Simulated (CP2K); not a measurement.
# Te2Mo in CP2K: further runs

Aim: see how the results for Te2Mo move with the level of theory and the settings. Levels: LDA, PBEsol, r2SCAN. Tasks: band structure.

All numbers are computed with CP2K 2026.2; they aren't measurements. Logs are shortened: lines on timing, memory, paths and dates and some standing lists are left out, and cuts for length are marked.

## 1. Starting point

The cell holds a slab with vacuum, 3 atoms: a = 3.560 Å, b = 3.560 Å, c = 17.524 Å, α = 90.00°, β = 90.00°, γ = 120.00°.

## 2. Band structure, LDA

te2mo_bands.inp

```
&GLOBAL
  PROJECT te2mo_bands
  RUN_TYPE ENERGY_FORCE
  PRINT_LEVEL LOW
&END GLOBAL
&FORCE_EVAL
  METHOD QS
  STRESS_TENSOR ANALYTICAL
  &DFT
    BASIS_SET_FILE_NAME BASIS_MOLOPT_UZH
    POTENTIAL_FILE_NAME GTH_POTENTIALS
    &MGRID
      CUTOFF 450
      REL_CUTOFF 60
      NGRIDS 4
    &END MGRID
    &QS
      METHOD GPW
      EPS_DEFAULT 1.0E-9
    &END QS
    &KPOINTS
      SCHEME MONKHORST-PACK 9 9 2
      GAMMA_CENTERED T
      SYMMETRY T
      SYMMETRY_BACKEND SPGLIB
    &END KPOINTS
    &SCF
      SCF_GUESS ATOMIC
      EPS_SCF 1.0E-6
      MAX_SCF 100
      ADDED_MOS 15
      CHOLESKY OFF
      EPS_EIGVAL 1.0E-7
      &DIAGONALIZATION ON
        ALGORITHM STANDARD
      &END DIAGONALIZATION
      &MIXING ON
        METHOD BROYDEN_MIXING
        ALPHA 0.4
        BETA 1.5
        NBUFFER 8
      &END MIXING
      &SMEAR ON
        METHOD FERMI_DIRAC
        ELECTRONIC_TEMPERATURE 300.56
      &END SMEAR
    &END SCF
    &XC
      &XC_FUNCTIONAL
        &LDA_X
        &END LDA_X
        &LDA_C_PW
        &END LDA_C_PW
      &END XC_FUNCTIONAL
    &END XC
    &PRINT
      &KPOINTS ON
      &END KPOINTS
      &MULLIKEN ON
      &END MULLIKEN
      &MO ON
        ENERGIES T
        OCCUPATION_NUMBERS T
        &EACH
          QS_SCF 0
        &END EACH
        ADD_LAST NUMERIC
      &END MO
      &LOWDIN ON
      &END LOWDIN
      &HIRSHFELD ON
        SHAPE_FUNCTION DENSITY
      &END HIRSHFELD
      &BAND_STRUCTURE
        FILE_NAME bands.bs
        ADDED_MOS 4
        &KPOINT_SET
          UNITS B_VECTOR
          NPOINTS 10
          SPECIAL_POINT GAMMA 0.00000000 0.00000000 0.00000000
          SPECIAL_POINT M 0.50000000 0.00000000 0.00000000
          SPECIAL_POINT K 0.33333333 0.33333333 0.00000000
          SPECIAL_POINT GAMMA 0.00000000 0.00000000 0.00000000
          SPECIAL_POINT A 0.00000000 0.00000000 0.50000000
          SPECIAL_POINT L 0.50000000 0.00000000 0.50000000
          SPECIAL_POINT H 0.33333333 0.33333333 0.50000000
          SPECIAL_POINT A 0.00000000 0.00000000 0.50000000
        &END KPOINT_SET
        &KPOINT_SET
          UNITS B_VECTOR
          NPOINTS 10
          SPECIAL_POINT L 0.50000000 0.00000000 0.50000000
          SPECIAL_POINT M 0.50000000 0.00000000 0.00000000
        &END KPOINT_SET
        &KPOINT_SET
          UNITS B_VECTOR
          NPOINTS 10
          SPECIAL_POINT K 0.33333333 0.33333333 0.00000000
          SPECIAL_POINT H 0.33333333 0.33333333 0.50000000
        &END KPOINT_SET
      &END BAND_STRUCTURE
    &END PRINT
  &END DFT
  &SUBSYS
    &CELL
      A 3.5602328140 0.0000000000 0.0000000000
      B -1.7801164070 3.0832520603 0.0000000000
      C 0.0000000000 0.0000000000 17.5240578200
      PERIODIC XYZ
    &END CELL
    &COORD
      Te  -0.0000000002 2.0555013736 1.7899870002
      Te  -0.0000000002 2.0555013736 15.7340708198
      Mo  0.0000000000 0.0000000000 0.0000000000
    &END COORD
    &KIND Te
      BASIS_SET TZVP-MOLOPT-PBE-GTH-q6
      POTENTIAL GTH-PADE-q6
    &END KIND
    &KIND Mo
      BASIS_SET TZVP-MOLOPT-PBE-GTH-q14
      POTENTIAL GTH-PADE-q14
    &END KIND
    &PRINT
      &ATOMIC_COORDINATES ON
      &END ATOMIC_COORDINATES
      &CELL ON
      &END CELL
    &END PRINT
  &END SUBSYS
  &PRINT
    &FORCES ON
    &END FORCES
    &STRESS_TENSOR ON
    &END STRESS_TENSOR
  &END PRINT
&END FORCE_EVAL
```

Potentials or basis: GTH_POTENTIALS Te GTH-PADE-q6, Mo GTH-PADE-q14; TZVP-MOLOPT-PBE-GTH basis.

Started as:

```bash
$ OMP_NUM_THREADS=1 cp2k.psmp -i te2mo_bands.inp -o te2mo_bands.out
```

te2mo_bands.out:

```text

 CP2K| version string:                                       CP2K version 2026.2
 CP2K| Input file name                                           te2mo_bands.inp

 GLOBAL| Force Environment number                                              1
 GLOBAL| Basis set file name                                    BASIS_MOLOPT_UZH
 GLOBAL| Potential file name                                      GTH_POTENTIALS
 GLOBAL| MM Potential file name                                     MM_POTENTIAL
 GLOBAL| Coordinate file name                                      __STD_INPUT__
 GLOBAL| Method name                                                        CP2K
 GLOBAL| Project name                                                te2mo_bands
 GLOBAL| Run type                                                   ENERGY_FORCE
 GLOBAL| FFT library                                                       FFTW3
[... 6 lines left out ...]
 GLOBAL| Total number of message passing processes                             1
 GLOBAL| Number of threads for this process                                    1
 GLOBAL| CPU model name                          Intel(R) Xeon(R) Platinum 8488C

 CELL| Volume [angstrom^3]:                                           192.363250
 CELL| Vector a [angstrom]:       3.560     0.000     0.000   |a| =     3.560233
 CELL| Vector b [angstrom]:      -1.780     3.083     0.000   |b| =     3.560233
 CELL| Vector c [angstrom]:       0.000     0.000    17.524   |c| =    17.524058
 CELL| Angle (b,c), alpha [degree]:                                    90.000000
 CELL| Angle (a,c), beta  [degree]:                                    90.000000
 CELL| Angle (a,b), gamma [degree]:                                   120.000000
 CELL| Numerically orthorhombic:                                              NO
 CELL| Periodicity                                                           XYZ

 CELL_REF| Volume [angstrom^3]:                                       192.363250
 CELL_REF| Vector a [angstrom     3.560     0.000     0.000   |a| =     3.560233
 CELL_REF| Vector b [angstrom    -1.780     3.083     0.000   |b| =     3.560233
 CELL_REF| Vector c [angstrom     0.000     0.000    17.524   |c| =    17.524058
 CELL_REF| Angle (b,c), alpha [degree]:                                90.000000
 CELL_REF| Angle (a,c), beta  [degree]:                                90.000000
 CELL_REF| Angle (a,b), gamma [degree]:                               120.000000
 CELL_REF| Numerically orthorhombic:                                          NO
 CELL_REF| Periodicity                                                       XYZ
[... 10 lines left out ...]

  Total number of            - Atomic kinds:                                   2
                             - Atoms:                                          3
                             - Shell sets:                                     3
                             - Shells:                                        25
                             - Primitive Cartesian functions:                 14
                             - Cartesian basis functions:                     77
                             - Spherical basis functions:                     69

  Maximum angular momentum of- Orbital basis functions:                        3
                             - Local part of the GTH pseudopotential:          2
                             - Non-local part of the GTH pseudopotential:      4

 MODULE QUICKSTEP: ATOMIC COORDINATES IN ANGSTROM

   Atom Kind Element         X             Y             Z       Z(eff)     Mass
      1    1 Te   52     -0.000000      2.055501      1.789987   6.0000 127.6000
      2    1 Te   52     -0.000000      2.055501     15.734071   6.0000 127.6000
      3    2 Mo   42      0.000000      0.000000      0.000000  14.0000  95.9600

 SCF PARAMETERS         Density guess:                                    ATOMIC
                        --------------------------------------------------------
                        max_scf:                                             100
[... 7 lines left out ...]
                        --------------------------------------------------------
                        level_shift [a.u.]:                             0.000000
                        added MOs                                        15    0
                        --------------------------------------------------------
                        Mixing method:                            BROYDEN_MIXING
                                                charge density mixing in g-space
                        --------------------------------------------------------
                        Smear method:                                FERMI_DIRAC
                        Electronic temperature [K]:                        300.6
[... 70 lines left out ...]
    14 Broy./Diag. 0.40E+00    0.9     0.00005225       -84.7256159606 -4.54E-05
    15 Broy./Diag. 0.40E+00    0.9     0.00004907       -84.7256830406 -6.71E-05
    16 Broy./Diag. 0.40E+00    1.0     0.00003243       -84.7257062800 -2.32E-05
    17 Broy./Diag. 0.40E+00    1.0     0.00003164       -84.7257276734 -2.14E-05
    18 Broy./Diag. 0.40E+00    1.1     0.00001024       -84.7257218329  5.84E-06
    19 Broy./Diag. 0.40E+00    1.0     0.00001035       -84.7256768889  4.49E-05
    20 Broy./Diag. 0.40E+00    1.1     0.00000125       -84.7256618075  1.51E-05
    21 Broy./Diag. 0.40E+00    1.0     0.00000081       -84.7256648669 -3.06E-06

  *** SCF run converged in    21 steps ***

  Electronic density on regular grids:        -25.9999999963        0.0000000037
  Core density on regular grids:               25.9999999634       -0.0000000366
  Total charge density on r-space grids:       -0.0000000328
  Total charge density g-space grids:          -0.0000000328

  Overlap energy of the core charge distribution:               0.00000000007143
  Self energy of the core charge distribution:               -163.90591622339872
  Core Hamiltonian energy:                                     36.76277369809036
  Hartree energy:                                              53.85952570820958
  Exchange-correlation energy:                                -11.44204804987096
  Electronic entropic energy:                                  -0.00000000000375
  Fermi energy:                                                 0.01116725599075

  Total energy:                                               -84.72566486690208
  Total energy (extrapolated to T->0):                        -84.72566486690020

 MO| EIGENVALUES AND OCCUPATION NUMBERS FOR K POINT 1
 MO|
 MO|  Index      Eigenvalue [a.u.]        Eigenvalue [eV]             Occupation
 MO|      1              -2.212306             -60.199915               2.000000
 MO|      2              -1.275690             -34.713289               2.000000
 MO|      3              -1.275441             -34.706513               2.000000
 MO|      4              -1.273891             -34.664327               2.000000
 MO|      5              -0.402815             -10.961166               2.000000
 MO|      6              -0.391183             -10.644630               2.000000
[... 467 lines left out ...]
 MO|     27               0.521383              14.187549               0.000000
 MO|     28               0.549351              14.948613               0.000000
 MO| Sum:                                                              26.000000
 MO| E(Fermi):            0.011167 a.u.          0.303876 eV
 MO| Band gap:            0.084238 a.u.          2.292245 eV

 [... the levels of further k-points ...]

 !-----------------------------------------------------------------------------!
                     Mulliken Population Analysis

 #  Atom  Element  Kind  Atomic population                           Net charge
       1     Te       1          5.511173                              0.488827
       2     Te       1          5.511174                              0.488826
       3     Mo       2         14.977653                             -0.977653
 # Total charge                             26.000000                  0.000000

 !-----------------------------------------------------------------------------!

 !-----------------------------------------------------------------------------!
                           Hirshfeld Charges

  #Atom  Element  Kind  Ref Charge     Population                    Net charge
      1       Te     1       6.000          6.045                        -0.045
      2       Te     1       6.000          6.045                        -0.045
      3       Mo     2      14.000         13.909                         0.091

  Total Charge                                                            0.000
 !-----------------------------------------------------------------------------!

 LOWDIN POPULATION ANALYSIS

 #  Atom  Element  Kind  Atomic population                           Net charge
       1     Te       1          4.694587                              1.305413
       2     Te       1          4.694587                              1.305413
       3     Mo       2         16.610826                             -2.610826
 # Total charge                             26.000000                  0.000000

 KPOINTS| Band Structure Calculation
 KPOINTS| Number of k-point sets                                               3
 KPOINTS| Number of added MOs/bands                                            4
 KPOINTS| Number of k-points in set    1                                      71
 KPOINTS| In units of b-vector [2pi/Bohr]
 KPOINTS| Special point     1       GAMMA     0.000000     0.000000     0.000000
 KPOINTS| Special point     2           M     0.500000     0.000000     0.000000
 KPOINTS| Special point     3           K     0.333333     0.333333     0.000000
 KPOINTS| Special point     4       GAMMA     0.000000     0.000000     0.000000
 KPOINTS| Special point     5           A     0.000000     0.000000     0.500000
 KPOINTS| Special point     6           L     0.500000     0.000000     0.500000
 KPOINTS| Special point     7           H     0.333333     0.333333     0.500000
 KPOINTS| Special point     8           A     0.000000     0.000000     0.500000
 KPOINTS| Number of k-points in set    2                                      11
 KPOINTS| In units of b-vector [2pi/Bohr]
 KPOINTS| Special point     1           L     0.500000     0.000000     0.500000
 KPOINTS| Special point     2           M     0.500000     0.000000     0.000000
 KPOINTS| Number of k-points in set    3                                      11
 KPOINTS| In units of b-vector [2pi/Bohr]
 KPOINTS| Special point     1           K     0.333333     0.333333     0.000000
 KPOINTS| Special point     2           H     0.333333     0.333333     0.500000

 ENERGY| Total FORCE_EVAL ( QS ) energy [hartree]            -84.725675380402464

 FORCES| Atomic forces [hartree/bohr]
 FORCES|   Atom     x               y               z               |f|
 FORCES|      1  4.00886534E-10 -2.16628560E-09 -2.98918793E-03   2.98918793E-03
 FORCES|      2  1.20015515E-09  1.63976139E-09  2.98917707E-03   2.98917707E-03
 FORCES|      3 -1.49261305E-09  4.64464198E-10  1.08605037E-08   1.09724273E-08
 FORCES| Sum     1.08428632E-10 -6.20600212E-11  2.84961370E-12
 FORCES| Total atomic force                                       1.24965335E-10

 STRESS| Analytical stress tensor [bar]
 STRESS|                        x                   y                   z
 STRESS|      x       -1.46560673942E+04   6.73747502123E-04  -1.22932199004E-04
 STRESS|      y        6.73747502123E-04  -1.46560263163E+04  -3.87318233154E-03
 STRESS|      z       -1.22932199004E-04  -3.87318233154E-03  -4.58306991692E+03
 STRESS| 1/3 Trace                                            -1.12983878758E+04
 STRESS| Determinant                                          -9.84442086423E+11

 STRESS| Eigenvectors and eigenvalues of the analytical stress tensor [bar]
 STRESS|                        1                   2                   3
 STRESS| Eigenvalues  -1.46560674053E+04  -1.46560263053E+04  -4.58306991692E+03
 STRESS|      x           0.999865591507      0.016395088296     -0.000000012204
 STRESS|      y          -0.016395088296      0.999865591507     -0.000000384513
 STRESS|      z           0.000000005898      0.000000384661      1.000000000000
```

Run time: 24 s. Hardware: 1 thread of Intel Xeon Platinum 8488C (Sapphire Rapids), shared host; peak memory 0.5 GiB.

What came out:

- Free energy: -2305.5029 eV
- Largest force: 0.154 eV/Å
- Band gap on the k mesh: 1.04 eV, direct
- Band gap along the path: 1.04 eV, direct
- Mulliken charges: Te +0.49; Mo -0.98 e
- Hirshfeld charges: Te -0.04; Mo +0.09 e

Forces on the atoms (eV/Å):
```
Te   0.000  0.000 -0.154
Te   0.000  0.000  0.154
Mo   0.000  0.000  0.000
```

Levels at the corners of the path, in eV from the valence-band top:
| point | band 11 | band 12 | band 13 | band 14 | band 15 | band 16 |
| --- | --- | --- | --- | --- | --- | --- |
| Γ | -0.95 | -0.95 | -0.37 | 3.00 | 3.00 | 3.27 |
| M | -1.61 | -0.72 | -0.42 | 1.40 | 1.72 | 3.34 |
| K | -2.97 | -1.72 | 0.00 | 1.04 | 1.93 | 2.52 |
| Γ | -0.95 | -0.95 | -0.37 | 3.00 | 3.00 | 3.27 |
| A | -0.95 | -0.95 | -0.37 | 3.00 | 3.00 | 3.27 |
| L | -1.61 | -0.72 | -0.42 | 1.40 | 1.72 | 3.34 |
| H | -2.97 | -1.72 | 0.00 | 1.04 | 1.93 | 2.52 |
| A | -0.95 | -0.95 | -0.37 | 3.00 | 3.00 | 3.27 |
| L | -1.61 | -0.72 | -0.42 | 1.40 | 1.72 | 3.34 |
| M | -1.61 | -0.72 | -0.42 | 1.40 | 1.72 | 3.34 |
| K | -2.97 | -1.72 | 0.00 | 1.04 | 1.93 | 2.52 |
| H | -2.97 | -1.72 | 0.00 | 1.04 | 1.93 | 2.52 |

Caveat: Mulliken charges move with the basis; spin-orbit coupling is left out, which moves the levels of the heavy elements; the basis of atomic orbitals isn't converged, which shifts pressures, moduli and gaps.

## 3. Band structure, PBEsol

te2mo_bands.inp, as its differences from that of step 2:

```diff
@@ -10,3 +10,3 @@
     BASIS_SET_FILE_NAME BASIS_MOLOPT_UZH
-    POTENTIAL_FILE_NAME GTH_POTENTIALS
+    POTENTIAL_FILE_NAME POTENTIAL_UZH
     &MGRID
@@ -44,3 +44,3 @@
         METHOD FERMI_DIRAC
-        ELECTRONIC_TEMPERATURE 300.56
+        ELECTRONIC_TEMPERATURE [K] 300.557
       &END SMEAR
@@ -49,6 +49,6 @@
       &XC_FUNCTIONAL
-        &LDA_X
-        &END LDA_X
-        &LDA_C_PW
-        &END LDA_C_PW
+        &GGA_X_PBE_SOL
+        &END GGA_X_PBE_SOL
+        &GGA_C_PBE_SOL
+        &END GGA_C_PBE_SOL
       &END XC_FUNCTIONAL
@@ -75,6 +75,6 @@
         FILE_NAME bands.bs
-        ADDED_MOS 4
+        ADDED_MOS 2
         &KPOINT_SET
           UNITS B_VECTOR
-          NPOINTS 10
+          NPOINTS 6
           SPECIAL_POINT GAMMA 0.00000000 0.00000000 0.00000000
@@ -90,3 +90,3 @@
           UNITS B_VECTOR
-          NPOINTS 10
+          NPOINTS 6
           SPECIAL_POINT L 0.50000000 0.00000000 0.50000000
@@ -96,3 +96,3 @@
           UNITS B_VECTOR
-          NPOINTS 10
+          NPOINTS 6
           SPECIAL_POINT K 0.33333333 0.33333333 0.00000000
@@ -105,5 +105,4 @@
     &CELL
-      A 3.5602328140 0.0000000000 0.0000000000
-      B -1.7801164070 3.0832520603 0.0000000000
-      C 0.0000000000 0.0000000000 17.5240578200
+      ABC 3.5602328140 3.5602328140 17.5240578200
+      ALPHA_BETA_GAMMA 90.0000000000 90.0000000000 120.0000000001
       PERIODIC XYZ
@@ -117,3 +116,3 @@
       BASIS_SET TZVP-MOLOPT-PBE-GTH-q6
-      POTENTIAL GTH-PADE-q6
+      POTENTIAL GTH-PBE-q6
     &END KIND
@@ -121,3 +120,3 @@
       BASIS_SET TZVP-MOLOPT-PBE-GTH-q14
-      POTENTIAL GTH-PADE-q14
+      POTENTIAL GTH-PBE-q14
     &END KIND
```

Potentials or basis: POTENTIAL_UZH Te GTH-PBE-q6, Mo GTH-PBE-q14; TZVP-MOLOPT-PBE-GTH basis.

Started as:

```bash
$ OMP_NUM_THREADS=1 cp2k.psmp -i te2mo_bands.inp -o te2mo_bands.out
```

Wall time 26 s (1 thread of Intel Xeon Platinum 8488C (Sapphire Rapids), shared host); peak memory 0.51 GiB.

The run converged. Its results:

| Item | Value |
| --- | --- |
| Free energy | -2287.2351 eV |
| Largest force | 0.296 eV/Å |
| Band gap on the k mesh | 1.04 eV, direct |
| Band gap along the path | 1.04 eV, direct |
| Mulliken charges | Te +0.29; Mo -0.58 e |
| Hirshfeld charges | Te -0.04; Mo +0.08 e |

Forces in eV/Å, atoms in the order of the input:
```
Te   0.000  0.000  0.296
Te   0.000  0.000 -0.296
Mo   0.000  0.000  0.000
```

Stress tensor (GPa, compression positive):
```
0.04 0.00 0.00
0.00 0.04 0.00
0.00 0.00 0.88
```

Levels at the corners of the path, in eV from the valence-band top:
```tsv
point	band 11	band 12	band 13	band 14	band 15	band 16
Γ	-0.94	-0.94	-0.40	3.06	3.06	3.35
M	-1.59	-0.73	-0.36	1.42	1.73	3.34
K	-2.95	-1.71	0.00	1.04	1.91	2.56
Γ	-0.94	-0.94	-0.40	3.06	3.06	3.35
A	-0.94	-0.94	-0.40	3.06	3.06	3.35
L	-1.59	-0.73	-0.36	1.42	1.73	3.34
H	-2.95	-1.71	0.00	1.04	1.91	2.56
A	-0.94	-0.94	-0.40	3.06	3.06	3.35
L	-1.59	-0.73	-0.36	1.42	1.73	3.34
M	-1.59	-0.73	-0.36	1.42	1.73	3.34
K	-2.95	-1.71	0.00	1.04	1.91	2.56
H	-2.95	-1.71	0.00	1.04	1.91	2.56
```

Caveat: Mulliken charges move with the basis; the potentials were made for another functional, which shifts forces and pressure; spin-orbit coupling is left out, which moves the levels of the heavy elements; the basis of atomic orbitals isn't converged, which shifts pressures, moduli and gaps. Expect the measured gap to be larger: semilocal functionals such as PBEsol lack the derivative discontinuity.

(Part 1 of 2 ends here.)
